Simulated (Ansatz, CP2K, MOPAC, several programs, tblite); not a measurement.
Energy against volume for ZnS in the rocksalt structure, at fixed shape and fractional coordinates, computed by several methods (PBE and r2SCAN, where shown, with plane waves in Ansatz); the cell shown is that of r2SCAN. It is cubic, Fm-3m (No. 225); conventional cell a = 5.062 Å, 16.21 Å³ an atom. Zn has 6 S at 2.53 Å; S has 6 Zn at 2.53 Å. The calculation is spin-unpolarised, and the structure need not be a phase that has been made. Energies count from each curve's lowest point; fits are third-order Birch-Murnaghan.

Space group Fm-3m (No. 225). a = 5.062 Å, b = 5.062 Å, c = 5.062 Å, α = 90.00°, β = 90.00°, γ = 90.00°
```json
{"atom": "Zn", "site": "4a", "symmetry": "m-3m", "x": "0.0000", "y": "0.0000", "z": "0.0000"}
{"atom": "S", "site": "4b", "symmetry": "m-3m", "x": "0.5000", "y": "0.0000", "z": "0.0000"}
```

r2SCAN, on the shape of its own relaxed cell:
```
V (Å³/atom)  E (meV/atom)
     15.241         20.03
     15.728          4.75
     16.214          0.00
     16.700          4.19
     17.187         16.00
```
V₀ = 16.22 Å³ an atom and B₀ = 98 GPa.

Q: GFN2-xTB (tblite), on the shape of the cell shown, as a cluster of 64 atoms at the zone centre, gives
```csv
V (Å³/atom),E (meV/atom)
14.268,136.13
15.241,57.46
16.214,13.70
17.187,0.00
18.160,10.86
```
What equilibrium volume and bulk modulus follow?

A: V₀ = 17.21 Å³ an atom and B₀ = 72 GPa.

light PBE (260 eV and a coarse mesh), on the shape of the cell shown:
```csv
V (Å³/atom),E (meV/atom)
14.917,83.44
15.565,42.27
16.214,0.00
16.862,16.66
17.511,0.97
18.160,3.79
```
The points scatter about the fit by more than 0.3 meV an atom, since at so low a cutoff the number of plane waves jumps with the volume, so no fit is quoted.

PM7 (MOPAC), on the shape of the cell shown, as a cluster of 64 atoms at the zone centre:
```
V (Å³/atom)  E (meV/atom)
     14.268        243.56
     15.241         75.78
     16.214          4.00
     17.187          0.00
     18.160         34.33
```
The points scatter about the fit by more than 0.3 meV an atom, so no fit is quoted.

PBE/SZV (CP2K), on the shape of the cell shown:
```csv
V (Å³/atom),E (meV/atom)
14.268,120.71
15.241,29.57
16.214,0.00
17.187,13.00
18.160,57.06
```
V₀ = 16.35 Å³ an atom and B₀ = 113 GPa.
